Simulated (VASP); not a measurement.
# GaCuSe2 (P4/mmm) in VASP: further runs, part 2 of 2

VASP 6.6.1.

## 4. Single point, PBE0

POSCAR

```
GaCuSe2
1.0
    3.7744160000      0.0000000000      0.0000000000
    0.0000000000      3.7744160000      0.0000000000
    0.0000000000      0.0000000000      5.2658910000
Se Ga Cu
2 1 1
Direct
    0.5000000000      0.5000000000      0.0000000000
    0.0000000000      0.0000000000      0.5000000000
    0.5000000000      0.5000000000      0.5000000000
    0.0000000000      0.0000000000      0.0000000000
```

INCAR.step1

```
SYSTEM = GaCuSe2
PREC = Accurate
ENCUT = 350
EDIFF = 1E-5
ISMEAR = 0
SIGMA = 0.01
LREAL = .False.
LASPH = .True.
NELM = 100
ALGO = Normal
ISIF = 2
LWAVE = .True.
LCHARG = .False.
NBANDS = 26
NKRED = 1
GGA = PE
```

INCAR.step2

```
SYSTEM = GaCuSe2
PREC = Accurate
ENCUT = 350
EDIFF = 1E-6
ISMEAR = 0
SIGMA = 0.01
LREAL = .False.
LASPH = .True.
NELM = 100
ALGO = Normal
ISIF = 2
LWAVE = .False.
LCHARG = .False.
GGA = PE
LHFCALC = .True.
AEXX = 0.25
PRECFOCK = Fast
NBANDS = 26
NKRED = 1
ISTART = 1
```

KPOINTS

```
Automatic mesh
0
Gamma
  3 3 2
  0 0 0
```

Potentials or basis: VASP PAW PBE potentials, release 64 (Se, Ga_d, Cu).

The run is started by

```sh
$ cat potpaw_PBE.64/Se/POTCAR potpaw_PBE.64/Ga_d/POTCAR potpaw_PBE.64/Cu/POTCAR > POTCAR
$ cp INCAR.step1 INCAR
$ mpirun -np 1 vasp_std > vasp.out
$ cp INCAR.step2 INCAR
$ mpirun -np 1 vasp_std > vasp.out
```

OUTCAR:

```text
SYSTEM = GaCuSe2
   PREC = Accurate
   ENCUT = 350
   EDIFF = 1E-6
   ISMEAR = 0
   LREAL = .False.
   LASPH = .True.
   NELM = 100
   ISIF = 2
   GGA = PE
   LHFCALC = .True.
   AEXX = 0.25
   PRECFOCK = Fast
   NKRED = 1
   ISTART = 1

 Found      6 irreducible k-points:

 Following reciprocal coordinates:
            Coordinates               Weight
  0.000000  0.000000  0.000000      1.000000
  0.333333  0.000000  0.000000      4.000000
  0.333333  0.333333  0.000000      4.000000
[... 262 lines left out ...]
  FORCE on cell =-STRESS in cart. coord.  units (eV):
  Direction    XX          YY          ZZ          XY          YZ          ZX
  --------------------------------------------------------------------------------------
  -------------------------------------------------------------------------------------
  Total        1.0206231      1.0206231     -4.5582275      0.0000000      0.0000000      0.0000000
  in kB       21.7973953     21.7973953    -97.3498266      0.0000000      0.0000000      0.0000000
  external PRESSURE =     -17.9183453 kB  Pullay stress =       0.0000000 kB

 VOLUME and BASIS-vectors are now :
 -----------------------------------------------------------------------------
  energy-cutoff  :      350.00
  volume of cell :       75.02
      direct lattice vectors                 reciprocal lattice vectors
     3.774416000  0.000000000  0.000000000     0.264941649  0.000000000  0.000000000
     0.000000000  3.774416000  0.000000000     0.000000000  0.264941649  0.000000000
     0.000000000  0.000000000  5.265891000     0.000000000  0.000000000  0.189901386

 POSITION                                       TOTAL-FORCE (eV/Angst)
 -----------------------------------------------------------------------------------
      1.88721      1.88721      0.00000         0.000000      0.000000      0.000000
      0.00000      0.00000      2.63295         0.000000      0.000000      0.000000
      1.88721      1.88721      2.63295         0.000000      0.000000      0.000000
      0.00000      0.00000      0.00000         0.000000      0.000000      0.000000
 -----------------------------------------------------------------------------------
    total drift:                                0.000004      0.000003     -0.000000

  FREE ENERGIE OF THE ION-ELECTRON SYSTEM (eV)
  ---------------------------------------------------
  free  energy   TOTEN  =       -18.5919049362 eV

  energy  without entropy=      -18.5909062608  energy(sigma->0) =      -18.59140560
```

OSZICAR.step1:

```text
N       E                     dE             d eps       ncg     rms          rms(c)
DAV:   1     0.237221553711E+03    0.23722E+03   -0.13265E+04   314   0.148E+03
DAV:   2     0.921490244896E+01   -0.22801E+03   -0.21626E+03   344   0.349E+02
DAV:   3    -0.149219994223E+02   -0.24137E+02   -0.23327E+02   374   0.109E+02
DAV:   4    -0.158205975411E+02   -0.89860E+00   -0.89082E+00   400   0.211E+01
DAV:   5    -0.158467691262E+02   -0.26172E-01   -0.26157E-01   382   0.374E+00    0.118E+01
DAV:   6    -0.179666924300E+02   -0.21199E+01   -0.45668E+01   376   0.960E+01    0.110E+01
DAV:   7    -0.146524179294E+02    0.33143E+01   -0.80732E+00   370   0.562E+01    0.368E+00
DAV:   8    -0.144354146031E+02    0.21700E+00   -0.19369E+00   494   0.272E+01    0.158E+00
DAV:   9    -0.144323232006E+02    0.30914E-02   -0.29856E-01   484   0.789E+00    0.111E+00
DAV:  10    -0.144367080570E+02   -0.43849E-02   -0.83191E-02   406   0.630E+00    0.788E-01
DAV:  11    -0.144268852087E+02    0.98228E-02   -0.20442E-02   410   0.321E+00    0.282E-01
DAV:  12    -0.144254331658E+02    0.14520E-02   -0.28569E-03   478   0.832E-01    0.116E-01
DAV:  13    -0.144252515324E+02    0.18163E-03   -0.81937E-04   468   0.395E-01    0.360E-02
DAV:  14    -0.144252710037E+02   -0.19471E-04   -0.83705E-05   414   0.970E-02    0.244E-02
DAV:  15    -0.144252688650E+02    0.21387E-05   -0.79796E-06   208   0.314E-02
   1 F= -.14425269E+02 E0= -.14424649E+02  d E =-.123959E-02
```

Wall time 2 min (1 thread of Intel Xeon Platinum 8488C (Sapphire Rapids), shared host); peak memory 0.15 GiB.

The run converged, but some of its settings lie outside the range that counts as converged, so its numbers aren't taken as properties of the crystal.

What came out:

```yaml
Free_energy: -18.5919 eV
Pressure: -1.8 GPa
Band_gap_on_the_k_mesh: none (metal or under the smearing width)
```

Caveat: the k mesh is coarse (spacing up to 0.60 Å⁻¹), so the values aren't converged, least of all with exact exchange; the cutoff is under 1.25 times the usual one of these potentials, so pressure, stress and relaxed cells hold a basis-set (Pulay) error; the PAW data sets were made with another functional, which shifts forces and pressure a little; the run has no spin polarisation, though such a crystal can be magnetic.

## 5. Single point, PBE0

POSCAR is that of step 4.

Changes to INCAR.step1 since step 4:

```diff
@@ -2,3 +2,3 @@
 PREC = Accurate
-ENCUT = 350
+ENCUT = 500
 EDIFF = 1E-5
```

Changes to INCAR.step2 since step 4:

```diff
@@ -2,3 +2,3 @@
 PREC = Accurate
-ENCUT = 350
+ENCUT = 500
 EDIFF = 1E-6
```

KPOINTS is that of step 4.

The run is started by

```sh
$ cat potpaw_PBE.64/Se/POTCAR potpaw_PBE.64/Ga_d/POTCAR potpaw_PBE.64/Cu/POTCAR > POTCAR
$ cp INCAR.step1 INCAR
$ mpirun -np 1 vasp_std > vasp.out
$ cp INCAR.step2 INCAR
$ mpirun -np 1 vasp_std > vasp.out
```

It took 2.9 min on 1 thread of Intel Xeon Platinum 8488C (Sapphire Rapids), shared host; peak memory 0.18 GiB.

These settings aren't checked as converged: the numbers below hold their error.

What came out:

```
Free energy            : -18.6016 eV
Pressure               : -1.7 GPa
Band gap on the k mesh : none (metal or under the smearing width)
```

Caveat: the k mesh is coarse (spacing up to 0.60 Å⁻¹), so the values aren't converged, least of all with exact exchange; the PAW data sets were made with another functional, which shifts forces and pressure a little; the run has no spin polarisation, though such a crystal can be magnetic.
